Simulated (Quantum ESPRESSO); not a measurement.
# FeO (Wuestite): turning two sublattices against each other, part 3 of 3

Wanted: bilinear and biquadratic couplings of FeO (Wuestite) from constrained non-collinear runs.

Quantum ESPRESSO 7.5; LDA with U = 5.62 eV on Fe d (ortho-atomic projectors); plane waves with GBRV 1.5 LDA potentials, no spin-orbit coupling.

So far: The starting structure; The collinear order that defines the sublattices; The parallel state in the same cell; Angle 0°, no penalty; Angle 60°, lambda 0.5 Ry.

**6. Angle 120°, lambda 0.5 Ry**

pw.in reads:

```
&CONTROL
  calculation = 'scf'
  prefix = 'pwscf'
  outdir = './tmp'
  pseudo_dir = './pseudo'
  disk_io = 'nowf'
/
&SYSTEM
  ibrav = 0
  nat = 4
  ntyp = 4
  ecutwfc = 40
  ecutrho = 280
  nbnd = 62
  occupations = 'smearing'
  smearing = 'fd'
  degauss = 0.00734986
  noncolin = .true.
  starting_magnetization(1) = 0.2181
  angle1(1) = 60
  angle2(1) = 0
  starting_magnetization(2) = 0.2181
  angle1(2) = 60
  angle2(2) = 180
  starting_magnetization(3) = 0.0206
  angle1(3) = 14.036
  angle2(3) = 180
  starting_magnetization(4) = 0.0206
  angle1(4) = 14.036
  angle2(4) = 0
  constrained_magnetization = 'atomic direction'
  lambda = 0.5
  nosym = .true.
/
&ELECTRONS
  conv_thr = 4d-06
  electron_maxstep = 150
  mixing_beta = 0.1
/
ATOMIC_SPECIES
Fe1    55.8450 fe_lda_v1.5.uspp.F.UPF
Fe2    55.8450 fe_lda_v1.5.uspp.F.UPF
O1     15.9990 o_lda_v1.2.uspp.F.UPF
O2     15.9990 o_lda_v1.2.uspp.F.UPF
CELL_PARAMETERS bohr
   2.8701555377    1.6570850723    4.7613110177
  -5.7403110754    3.3141701446    9.5226220354
  -2.8701555377   -1.6570850721    9.5226220354
ATOMIC_POSITIONS crystal
Fe1     0.0000000000    0.0000000000    0.0000000000
Fe2     0.0000000000    0.5000000000    0.0000000000
O1      0.5000000000    0.0000000000    0.5000000000
O2      0.5000000000    0.5000000000    0.5000000000
K_POINTS automatic
4 2 4 0 0 0
HUBBARD {ortho-atomic}
U Fe1-3d 5.6200
U Fe2-3d 5.6200
```

Started as:

```bash
> OMP_NUM_THREADS=1 mpirun -n 4 pw.x -nk 4 -in pw.in > pw.out
```

Output:

```text
     [... lines left out ...]
Program PWSCF v.7.5 starts
     [... lines left out ...]
     number of atoms/cell      =            4
     [... lines left out ...]
     number of electrons       =        44.00
     number of Kohn-Sham states=           62
     kinetic-energy cutoff     =      40.0000  Ry
     charge density cutoff     =     280.0000  Ry
     scf convergence threshold =      4.0E-06
     [... lines left out ...]
     Noncollinear calculation without spin-orbit
     [... lines left out ...]
     No symmetry found
     [... lines left out ...]
     number of k points=    32  Fermi-Dirac smearing, width (Ry)=  0.0073
     [... lines left out ...]
     iteration # 24     ecut=    40.00 Ry     beta= 0.10
     [... lines left out ...]
     constraint energy (Ry) =      0.00067616
     atom number    1 relative position :    0.0000   0.0000   0.0000
     [... lines left out ...]
     magnetization :          3.049719    0.000006    1.883786
     [... lines left out ...]
     atom number    2 relative position :   -0.4948   0.2856   0.8207
     [... lines left out ...]
     magnetization :         -3.050274    0.000008    1.884196
     [... lines left out ...]
     atom number    3 relative position :    0.0000   0.0000   1.2311
     [... lines left out ...]
     magnetization :         -0.033686    0.000000    0.124251
     [... lines left out ...]
     atom number    4 relative position :   -0.4948   0.2856   2.0519
     [... lines left out ...]
     magnetization :          0.033650    0.000000    0.124238
     [... lines left out ...]
     Tr[ns(  1)] (up, down, total) =   4.04581  2.06158  6.10739
     [... lines left out ...]
     Tr[ns(  2)] (up, down, total) =   4.04574  2.06109  6.10683
     [... lines left out ...]
     the Fermi energy is    14.6660 ev
!    total energy              =    -564.72105454 Ry
     estimated scf accuracy    <       0.00000387 Ry
     smearing contrib. (-TS)   =      -0.00917178 Ry
     [... lines left out ...]
     total magnetization       =    -0.00     0.00     4.18 Bohr mag/cell
     absolute magnetization    =     7.93 Bohr mag/cell
     [... lines left out ...]
     convergence has been achieved in  24 iterations
```

Wall time 83 s (4 MPI ranks of Arm Neoverse V1, shared host); peak memory 0.5 GiB.

Numbers from this step:

```
smearing term TS       : 0.1248 eV
magnetization          : -0.001, 0, 4.179 μB
absolute magnetization : 7.934 μB
penalty energy         : 9.200 meV
final state            : non-collinear
largest moment         : 3.585 μB
```

**7. Angle 180°, no penalty**

pw.in reads:

```
&CONTROL
  calculation = 'scf'
  prefix = 'pwscf'
  outdir = './tmp'
  pseudo_dir = './pseudo'
  disk_io = 'nowf'
/
&SYSTEM
  ibrav = 0
  nat = 4
  ntyp = 3
  ecutwfc = 40
  ecutrho = 280
  nbnd = 62
  occupations = 'smearing'
  smearing = 'fd'
  degauss = 0.00734986
  noncolin = .true.
  starting_magnetization(1) = 0.2181
  angle1(1) = 90
  angle2(1) = 0
  starting_magnetization(2) = 0.2181
  angle1(2) = 90
  angle2(2) = 180
  starting_magnetization(3) = 0
  nosym = .true.
/
&ELECTRONS
  conv_thr = 4d-06
  electron_maxstep = 150
  mixing_beta = 0.1
/
ATOMIC_SPECIES
Fe1    55.8450 fe_lda_v1.5.uspp.F.UPF
Fe2    55.8450 fe_lda_v1.5.uspp.F.UPF
O      15.9990 o_lda_v1.2.uspp.F.UPF
CELL_PARAMETERS bohr
   2.8701555377    1.6570850723    4.7613110177
  -5.7403110754    3.3141701446    9.5226220354
  -2.8701555377   -1.6570850721    9.5226220354
ATOMIC_POSITIONS crystal
Fe1     0.0000000000    0.0000000000    0.0000000000
Fe2     0.0000000000    0.5000000000    0.0000000000
O       0.5000000000    0.0000000000    0.5000000000
O       0.5000000000    0.5000000000    0.5000000000
K_POINTS automatic
4 2 4 0 0 0
HUBBARD {ortho-atomic}
U Fe1-3d 5.6200
U Fe2-3d 5.6200
```

Output:

```text
     [... lines left out ...]
Program PWSCF v.7.5 starts
     [... lines left out ...]
     number of atoms/cell      =            4
     [... lines left out ...]
     number of electrons       =        44.00
     number of Kohn-Sham states=           62
     kinetic-energy cutoff     =      40.0000  Ry
     charge density cutoff     =     280.0000  Ry
     scf convergence threshold =      4.0E-06
     [... lines left out ...]
     Noncollinear calculation without spin-orbit
     [... lines left out ...]
     No symmetry found
     [... lines left out ...]
     number of k points=    32  Fermi-Dirac smearing, width (Ry)=  0.0073
     [... lines left out ...]
     iteration # 15     ecut=    40.00 Ry     beta= 0.10
     [... lines left out ...]
     atom number    1 relative position :    0.0000   0.0000   0.0000
     [... lines left out ...]
     magnetization :          3.489049   -0.000052   -0.000175
     [... lines left out ...]
     atom number    2 relative position :   -0.4948   0.2856   0.8207
     [... lines left out ...]
     magnetization :         -3.489043   -0.000071   -0.000123
     [... lines left out ...]
     atom number    3 relative position :    0.0000   0.0000   1.2311
     [... lines left out ...]
     magnetization :         -0.033026   -0.000003   -0.000008
     [... lines left out ...]
     atom number    4 relative position :   -0.4948   0.2856   2.0519
     [... lines left out ...]
     magnetization :          0.033080   -0.000002   -0.000008
     [... lines left out ...]
     Tr[ns(  1)] (up, down, total) =   3.06431  3.06450  6.12881
     [... lines left out ...]
     Tr[ns(  2)] (up, down, total) =   3.06429  3.06442  6.12871
     [... lines left out ...]
     the Fermi energy is    13.7597 ev
!    total energy              =    -564.86275756 Ry
     estimated scf accuracy    <       0.00000339 Ry
     smearing contrib. (-TS)   =      -0.00001283 Ry
     [... lines left out ...]
     total magnetization       =     0.00    -0.00    -0.00 Bohr mag/cell
     absolute magnetization    =     7.62 Bohr mag/cell
     convergence has been achieved in  15 iterations
```

Wall time 55 s (4 MPI ranks); peak memory 0.49 GiB.

Read from the output:

* smearing term TS: 1.75e-4 eV
* magnetization: 0, 0, 0 μB
* absolute magnetization: 7.623 μB
* final state: antiferromagnetic
* largest moment: 3.489 μB

**8. The angles together**

Canting:

| lambda (Ry) | typed angle (degrees) | final angle (degrees) | energy less that at the first angle (meV a seeded atom) | penalty energy, not in the total (meV a cell) | largest site moment (μB) | CPU time (s) |
| --- | --- | --- | --- | --- | --- | --- |
| - | 0 | 0 | 0 | 0 | 3.604 | 235.2 |
| 0.5 | 60 | 54 | 40.03 | 8.726 | 3.599 | 820.8 |
| 0.5 | 120 | 116.6 | 170.8 | 9.2 | 3.585 | 331.9 |
| - | 180 | 180 | -793.2 | 0 | 3.489 | 221.7 |

**9. What came out**

| Quantity | Value |
| --- | --- |
| range of the energy, all points | 964 meV a seeded atom |
| range of the largest moment | 3.49 to 3.60 μB |

What this shows: One run ends 6.0° off its typed angle, so energies belong to the final angles. Under a U these runs seem to end in unlike orbital states: the fillings of their corrected shells differ, or their energies lie too far apart for exchange alone. The differences are then no exchange energies, and the ranking says little of the magnetic order. Seeding all runs from one set of occupation matrices is the usual remedy. This holds for the two sublattices of this cell; other orders were not tried. Without spin–orbit coupling only the angle between the moments matters. The mesh is coarse, so differences of some ten meV can be noise where moments are itinerant. Energies are free energies at an electronic temperature of 1160 K, which lowers moments and differences where the moments are itinerant.

[Logs and program files are shortened in this print: banners, set-up blocks, solver, clock and traceback lines can be left out without a mark of their own.]

[Logs are printed without paths, hosts, clocks, repeated set-up lines and the standing remarks that a program may print on its own settings, such as how far it seeks lower states.]

[Hosts, paths, dates, database ids (printed as entryN), source tags and the programs' standing remarks are cut or masked in the printed files.]

[Where a cell is said to come from a database of computed structures, the database is the Materials Project.]
